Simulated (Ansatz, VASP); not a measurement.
# GaAs (GaAs(110)) in two plane-wave programs

Wanted: the spread between two codes on one cell, functional and k mesh. Of the first pair: The structure shown is the end of the VASP relaxation below. Valence electrons are named where the data sets of a main pair hold unlike numbers.

Calculated with Ansatz 0.2.0; plane waves, with VASP 6.6.1 beside it; single point at PBE and band structure at PBE.

## (1) The structure

The cell holds 18 atoms: 9 Ga and 9 As. Its edges and angles: a = 4.114 Å, b = 5.818 Å, c = 32.219 Å, α = 90.0°, β = 90.0°, γ = 90.0°. It derives from GaAs. As first built, before any earlier steps moved the atoms (in the runner's words): 9 layers, strained by +1 % in the plane. Vacuum lies along c.

## (2) VASP: relaxation, PBE

This run makes the geometry at which the two programs are then compared.

Lines of VASP's logs that name or quote its potential files are left out, and so is its time.

The input, INCAR:

```
SYSTEM = GaAs
PREC = Normal
ENCUT = 320
EDIFF = 1E-05
NELM = 120
ISMEAR = 0
SIGMA = 0.03
LREAL = Auto
ALGO = Fast
GGA = PE
NBANDS = 54
LORBIT = 11
LWAVE = .FALSE.
LCHARG = .FALSE.
KPAR = 2
NCORE = 2
IBRION = 2
NSW = 60
ISIF = 2
EDIFFG = -0.03
POTIM = 0.4
MAXMIX = 40
IDIPOL = 3
LDIPOL = .TRUE.
DIPOL = 0.5 0.5 0.5
```

The input, POSCAR:

```
GaAs
1.0
    4.1141877129      0.0000000000      0.0000000000
    0.0000000000      5.8183400617      0.0000000000
    0.0000000000      0.0000000000     32.2185720984
Ga As
9 9
Direct
    0.0000000000      0.0000000000      0.2483039900
    0.5000000000      0.5000000000      0.3112279900
    0.0000000000      0.0000000000      0.3741519900
    0.5000000000      0.5000000000      0.4370760000
    0.0000000000      0.0000000000      0.5000000000
    0.5000000000      0.5000000000      0.5629240000
    0.0000000000      0.0000000000      0.6258480100
    0.5000000000      0.5000000000      0.6887720100
    0.0000000000      0.0000000000      0.7516960100
    0.0000000000      0.7500000000      0.3112279900
    0.5000000000      0.2500000000      0.2483039900
    0.0000000000      0.7500000000      0.4370760000
    0.5000000000      0.2500000000      0.3741519900
    0.0000000000      0.7500000000      0.5629240000
    0.5000000000      0.2500000000      0.5000000000
    0.0000000000      0.7500000000      0.6887720100
    0.5000000000      0.2500000000      0.6258480100
    0.5000000000      0.2500000000      0.7516960100
```

The input, KPOINTS:

```
Automatic mesh
0
Gamma
6 4 1
0 0 0
```

The projector-augmented-wave data sets are Ga and As (PBE family, release 64).

Started as:

```bash
> mpirun -np 4 vasp_std
```

Numbers of over 12 decimals in the logs are rounded to 6 here.

Output:

```text
[banner, memory and clock lines left out]
running    4 mpi-ranks, on    1 nodes
 distrk:  each k-point on    2 cores,    2 groups
 distr:  one band on    2 cores,    1 groups

 POSCAR found type information on POSCAR GaAs
 POSCAR found :  2 types and      18 ions
 LDA part: xc-table for (Slater+PW92), standard interpolation
 POSCAR, INCAR and KPOINTS ok, starting setup
 FFT: planning ... GRIDC
 FFT: planning ... GRID_SOFT
 FFT: planning ... GRID
 WAVECAR not read
 entering main loop
       N       E                     dE             d eps       ncg     rms          rms(c)
DAV:   1     0.302224174190E+03    0.30222E+03   -0.18498E+04  1296   0.686E+02
DAV:   2    -0.364972886559E+02   -0.33872E+03   -0.32687E+03  1744   0.147E+02
DAV:   3    -0.721148251366E+02   -0.35618E+02   -0.35146E+02  1562   0.500E+01
DAV:   4    -0.734583565266E+02   -0.13435E+01   -0.13394E+01  1672   0.110E+01
DAV:   5    -0.735020011855E+02   -0.43645E-01   -0.43621E-01  1640   0.188E+00    0.105E+01
RMM:   6    -0.716902307781E+02    0.18118E+01   -0.21157E+00  1296   0.312E+00    0.602E+00
RMM:   7    -0.714506040123E+02    0.23963E+00   -0.26183E+00  1300   0.341E+00    0.155E+00
RMM:   8    -0.714102088637E+02    0.40395E-01   -0.42370E-01  1297   0.170E+00    0.517E-01
RMM:   9    -0.713900343198E+02    0.20175E-01   -0.29852E-02  1317   0.551E-01    0.211E-01
RMM:  10    -0.713905270124E+02   -0.49269E-03   -0.17160E-02  1338   0.301E-01    0.113E-01
RMM:  11    -0.713913091464E+02   -0.78213E-03   -0.26369E-03  1310   0.150E-01    0.513E-02
RMM:  12    -0.713918048727E+02   -0.49573E-03   -0.10488E-03  1322   0.903E-02    0.483E-02
RMM:  13    -0.713919536149E+02   -0.14874E-03   -0.83176E-04  1308   0.614E-02    0.170E-02
RMM:  14    -0.713921703603E+02   -0.21675E-03   -0.21506E-04  1301   0.320E-02    0.120E-02
RMM:  15    -0.713922914559E+02   -0.12110E-03   -0.42465E-05  1022   0.166E-02    0.692E-03
RMM:  16    -0.713923366861E+02   -0.45230E-04   -0.27965E-05   940   0.113E-02    0.277E-03
RMM:  17    -0.713923657004E+02   -0.29014E-04   -0.10712E-05   893   0.623E-03    0.179E-03
RMM:  18    -0.713923887025E+02   -0.23002E-04   -0.36132E-06   677   0.358E-03    0.113E-03
RMM:  19    -0.713924288630E+02   -0.40161E-04   -0.31531E-06   645   0.342E-03    0.123E-03
RMM:  20    -0.713924385958E+02   -0.97328E-05   -0.33634E-07   460   0.218E-03
   1 F= -.71392439E+02 E0= -.71392386E+02  d E =-.713924E+02
[... from here on, the cycles between the ionic steps are left out ...]
   2 F= -.71774476E+02 E0= -.71774476E+02  d E =-.382037E+00
   3 F= -.72204281E+02 E0= -.72204281E+02  d E =-.811842E+00
  10 F= -.72786887E+02 E0= -.72786887E+02  d E =-.266330E-01
  11 F= -.72797524E+02 E0= -.72797524E+02  d E =-.106368E-01
  12 F= -.72797627E+02 E0= -.72797627E+02  d E =-.107404E-01
  13 F= -.72801365E+02 E0= -.72801365E+02  d E =-.373782E-02
  14 F= -.72801696E+02 E0= -.72801696E+02  d E =-.406891E-02
  15 F= -.72804181E+02 E0= -.72804181E+02  d E =-.248494E-02
  16 F= -.72804661E+02 E0= -.72804661E+02  d E =-.296442E-02
  17 F= -.72806754E+02 E0= -.72806754E+02  d E =-.209320E-02
  18 F= -.72807049E+02 E0= -.72807049E+02  d E =-.238875E-02
  19 F= -.72808193E+02 E0= -.72808193E+02  d E =-.114335E-02
  20 F= -.72808289E+02 E0= -.72808289E+02  d E =-.123958E-02
 curvature:  -5.70 expect dE=-0.205E-02 dE for cont linesearch -0.284E-05
 trial: gam= 0.57930 g(F)=  0.359E-03 g(S)=  0.000E+00 ort = 0.265E-04 (trialstep = 0.361E+01)
 search vector abs. value=  0.864E-03
 bond charge predicted
       N       E                     dE             d eps       ncg     rms          rms(c)
DAV:   1    -0.728085210024E+02   -0.23828E-03   -0.10690E-01  1308   0.990E-01    0.104E-01
RMM:   2    -0.728089398714E+02   -0.41887E-03   -0.63109E-03  1296   0.231E-01    0.310E-02
RMM:   3    -0.728090550614E+02   -0.11519E-03   -0.10663E-03  1301   0.981E-02    0.322E-02
RMM:   4    -0.728091039566E+02   -0.48895E-04   -0.16215E-04  1330   0.387E-02    0.197E-02
RMM:   5    -0.728091112089E+02   -0.72523E-05   -0.31810E-05   993   0.180E-02
  21 F= -.72809111E+02 E0= -.72809111E+02  d E =-.822195E-03
 trial-energy change:   -0.000822  1 .order   -0.000835   -0.001353   -0.000318
 step:   4.7186(harm=  4.7186)  dis= 0.00728  next Energy=   -72.809173 (dE=-0.884E-03)
 reached required accuracy - stopping structural energy minimisation
```

Parts of OUTCAR (step 2):

```text
ion  position               nearest neighbor table
   1  0.000  0.000  0.248-  10 2.50  11 2.52  11 2.52
   2  0.500  0.500  0.311-  11 2.50  13 2.50  10 2.52  10 2.52
   3  0.000  0.000  0.374-  10 2.50  12 2.50  13 2.52  13 2.52
   4  0.500  0.500  0.437-  15 2.50  13 2.50  12 2.52  12 2.52
   5  0.000  0.000  0.500-  12 2.50  14 2.50  15 2.52  15 2.52
   6  0.500  0.500  0.563-  15 2.50  17 2.50  14 2.52  14 2.52
   7  0.000  0.000  0.626-  16 2.50  14 2.50  17 2.52  17 2.52
   8  0.500  0.500  0.689-  17 2.50  18 2.50  16 2.52  16 2.52
   9  0.000  0.000  0.752-  16 2.50  18 2.52  18 2.52
  10  0.000  0.750  0.311-   1 2.50   3 2.50   2 2.52   2 2.52
  11  0.500  0.250  0.248-   2 2.50   1 2.52   1 2.52
  12  0.000  0.750  0.437-   5 2.50   3 2.50   4 2.52   4 2.52
  13  0.500  0.250  0.374-   2 2.50   4 2.50   3 2.52   3 2.52
  14  0.000  0.750  0.563-   5 2.50   7 2.50   6 2.52   6 2.52
  15  0.500  0.250  0.500-   4 2.50   6 2.50   5 2.52   5 2.52
  16  0.000  0.750  0.689-   7 2.50   9 2.50   8 2.52   8 2.52
  17  0.500  0.250  0.626-   8 2.50   6 2.50   7 2.52   7 2.52
  18  0.500  0.250  0.752-   8 2.50   9 2.52   9 2.52

  LATTYP: Found a simple orthorhombic cell.
 ALAT       =     4.1141877129
 B/A-ratio  =     1.4142135624
 C/A-ratio  =     7.8310894754

 Subroutine GETGRP returns: Found  4 space group operations
 (whereof  4 operations were pure point group operations)

The static configuration has the point symmetry C_2v.

 Found     12 irreducible k-points:

   k-points           NKPTS =     12   k-points in BZ     NKDIM =     12   number of bands    NBANDS=     54

   dimension x,y,z NGX =    18 NGY =   28 NGZ =  144
   dimension x,y,z NGXF=    36 NGYF=   56 NGZF=  288

   ENCUT  =  320.0 eV  23.52 Ry    4.85 a.u.   6.00  8.49 46.99*2*pi/ulx,y,z

   NELECT =      72.0000    total number of electrons

 k-points in reciprocal lattice and weights: Automatic mesh
   0.00000000  0.00000000  0.00000000       0.042
   0.16666667  0.00000000  0.00000000       0.083
   0.33333333  0.00000000  0.00000000       0.083
   0.50000000  0.00000000  0.00000000       0.042
   0.00000000  0.25000000  0.00000000       0.083
   0.16666667  0.25000000  0.00000000       0.167
   0.33333333  0.25000000  0.00000000       0.167
   0.50000000  0.25000000  0.00000000       0.083
   0.00000000  0.50000000  0.00000000       0.042
   0.16666667  0.50000000  0.00000000       0.083
   0.33333333  0.50000000  0.00000000       0.083
   0.50000000  0.50000000  0.00000000       0.042

 dipolmoment           0.000000      0.000000      0.000000 electrons x Angstroem

 average (electrostatic) potential at core
       1 -18.4486       2 -18.2255       3 -18.2546       4 -18.2479       5 -18.2520
       6 -18.2479       7 -18.2546       8 -18.2255       9 -18.4486      10 -55.0953
      11 -54.7655      12 -55.0774      13 -55.0428      14 -55.0774      15 -55.0634
      16 -55.0953      17 -55.0428      18 -54.7655

 E-fermi :  -0.8143

 k-point     1 :       0.0000    0.0000    0.0000
  band No.  band energies     occupation
    ...
     32      -1.2527      2.00000
     33      -1.1747      2.00000
     34      -1.1364      2.00000
     35      -1.0429      2.00000
     36      -0.9487      2.00000
     37      -0.3325      0.00000
     38       0.4475      0.00000
     39       0.6145      0.00000
     40       0.7016      0.00000
     41       0.8250      0.00000
    ...

 k-point     2 :       0.1667    0.0000    0.0000
  band No.  band energies     occupation
    ...
     32      -2.0499      2.00000
     33      -1.7931      2.00000
     34      -1.7273      2.00000
     35      -1.4938      2.00000
     36      -1.2268      2.00000
     37       0.7691      0.00000
     38       1.1260      0.00000
     39       1.1697      0.00000
     40       1.5918      0.00000
     41       1.5944      0.00000
    ...

 k-point     3 :       0.3333    0.0000    0.0000
  band No.  band energies     occupation
    ...
     32      -2.5602      2.00000
     33      -2.4102      2.00000
     34      -2.1349      2.00000
     35      -1.8475      2.00000
     36      -1.4935      2.00000
     37       0.4411      0.00000
     38       0.5926      0.00000
     39       0.9307      0.00000
     40       1.2376      0.00000
     41       1.3316      0.00000
    ...

  Total       -5.8499621     -3.4903013     -0.4946464      0.0000000      0.0000000      0.0000000
  in kB      -12.1527382     -7.2507680     -1.0275806      0.0000000      0.0000000      0.0000000
  external PRESSURE =      -6.8103623 kB  Pullay stress =       0.0000000 kB

  energy-cutoff  :      320.00
  volume of cell :      771.24
      direct lattice vectors                 reciprocal lattice vectors
     4.114187713  0.000000000  0.000000000     0.243061345  0.000000000  0.000000000
     0.000000000  5.818340062  0.000000000     0.000000000  0.171870325  0.000000000
     0.000000000  0.000000000 32.218572098     0.000000000  0.000000000  0.031037999

 POSITION                                       TOTAL-FORCE (eV/Angst)
 -----------------------------------------------------------------------------------
      4.11419      0.34806      8.46475         0.000000      0.012135     -0.006955
      2.05709      2.82110      9.92687         0.000000     -0.004738      0.007195
      0.00000      5.76861     12.06867         0.000000      0.005128      0.006733
      2.05709      2.85937     14.06740         0.000000     -0.011967     -0.009073
      0.00000      5.78036     16.10929         0.000000     -0.014087      0.000000
      2.05709      2.85937     18.15117         0.000000     -0.011967      0.009073
      0.00000      5.76861     20.14990        -0.000000      0.005128     -0.006733
      2.05709      2.82110     22.29171         0.000000     -0.004738     -0.007195
      4.11419      0.34806     23.75382         0.000000      0.012135      0.006955
      0.00000      4.26884     10.03698        -0.000000      0.006270      0.003737
      2.05709      1.54184      7.76111         0.000000     -0.001449      0.016111
      4.11419      4.30318     14.08941         0.000000      0.011946     -0.003224
      2.05709      1.40612     12.02304         0.000000     -0.001962      0.009739
      4.11419      4.30318     18.12916         0.000000      0.011946      0.003224
      2.05709      1.40506     16.10929         0.000000     -0.016637      0.000000
      4.11419      4.26884     22.18159         0.000000      0.006270     -0.003737
      2.05709      1.40612     20.19553        -0.000000     -0.001962     -0.009739
      2.05709      1.54184     24.45747         0.000000     -0.001449     -0.016111
 -----------------------------------------------------------------------------------
    total drift:                                0.000000      0.081438      0.000003

  FREE ENERGIE OF THE ION-ELECTRON SYSTEM (eV)
  ---------------------------------------------------
  free  energy   TOTEN  =       -72.8091112089 eV

  energy  without entropy=      -72.8091112089  energy(sigma->0) =      -72.80911121

 reached required accuracy - stopping structural energy minimisation

 vacuum level on the upper side and lower side of the slab         4.011         4.011

 total charge
# of ion       s       p       d       tot
------------------------------------------
    1        1.153   0.952   0.092   2.198
    2        1.082   1.080   0.118   2.280
    3        1.084   1.090   0.116   2.290
    4        1.085   1.093   0.117   2.295
    5        1.084   1.098   0.118   2.301
    6        1.085   1.093   0.117   2.295
    7        1.084   1.090   0.116   2.290
    8        1.082   1.080   0.118   2.280
    9        1.153   0.952   0.092   2.198
   10        1.221   1.546   0.025   2.792
   11        1.265   1.457   0.022   2.743
   12        1.218   1.550   0.024   2.792
   13        1.220   1.541   0.024   2.785
   14        1.218   1.550   0.024   2.792
   15        1.218   1.548   0.024   2.791
   16        1.221   1.546   0.025   2.792
   17        1.220   1.541   0.024   2.785
   18        1.265   1.457   0.022   2.743
--------------------------------------------------
tot         20.959  23.263   1.219  45.441

[... 3 further parts left out ...]
```

The gap is read on the k-mesh alone, so it is an upper bound where the band edges lie off the mesh. The data set Ga keeps the semicore shell frozen, which is cheaper and a little less accurate. The run keeps the 4 symmetry operations of its start, so it cannot find a distortion of lower symmetry.

(Continued in part 2 of 3.)

[Lines on the potential files, build, host, timing and source positions are cut from VASP's logs without a mark.]

[Logs are printed without paths, hosts, clocks, repeated set-up lines and the standing remarks that a program may print on its own settings, such as how far it seeks lower states.]

[Hosts, paths, dates, database ids (printed as entryN), source tags and the programs' standing remarks are cut or masked in the printed files.]
